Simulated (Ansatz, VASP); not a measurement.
# C in VASP and in Ansatz

File INCAR:

```
SYSTEM = C
  PREC = Accurate
  ENCUT = 520
  EDIFF = 1E-7
  ISMEAR = -1
  SIGMA = 0.02
  LREAL = .False.
  LASPH = .True.
  NELM = 100
  ALGO = Normal
  ISIF = 2
  LWAVE = .False.
  LCHARG = .False.
  GGA = PE
  NBANDS = 16
```

The input KPOINTS:

```
Automatic mesh
0
Gamma
  12 12 8
  0 0 0
```

File POSCAR:

```
C
1.0
    1.7858175698      1.7858175698      0.0000000000
   -1.7858175698      1.7858175698      0.0000000000
    0.0000000000      0.0000000000      3.5716351397
C
4
Direct
    0.2500000000      0.5000000000      0.3750000000
    0.7500000000      0.0000000000      0.8750000000
    0.2500000000      0.0000000000      0.1250000000
    0.7500000000      0.5000000000      0.6250000000
```

Input for Ansatz:

```yaml
crystal:
  lattice:
    - [1.7858175698, 1.7858175698, 0.0]
    - [-1.7858175698, 1.7858175698, 0.0]
    - [0.0, 0.0, 3.5716351397]
  atoms:
    - { symbol: C, position: [0.25, 0.5, 0.375] }
    - { symbol: C, position: [0.75, 0.0, 0.875] }
    - { symbol: C, position: [0.25, 0.0, 0.125] }
    - { symbol: C, position: [0.75, 0.5, 0.625] }
kpoints:
  mp_grid: { grid: [12, 12, 8] }
scf:
  occupations: { method: fermi_dirac, width: 0.02 }
hamiltonian:
  xc: pbe
  pseudopotentials: { kind: paw }
output:
  forces: true
  stress: true
  eigenvalues: true
```

Alike in both runs: task single point; functional PBE; k mesh 12 × 12 × 8; occupations fermi-dirac, width 0.02 eV; no spin polarisation.

|  | VASP | Ansatz |
| --- | --- | --- |
| version | VASP 6.6.1 | Ansatz 0.2.0 |
| potentials or method | VASP PAW PBE potentials, release 64 (C) | PAW with Ansatz's default frozen-core files, scalar-relativistic |
| plane-wave cutoff (eV) | 520 | 420 |
| valence electrons in the cell | 16 | 16 |

VASP gave:

```
gap on the k mesh at the Fermi level (eV) : 4.12
pressure (GPa)                            : 0.6
```

**Question.** What did Ansatz give for the same quantities?

**Answer.** gap on the k mesh at the Fermi level (eV): 4.13; pressure (GPa): 0.0.
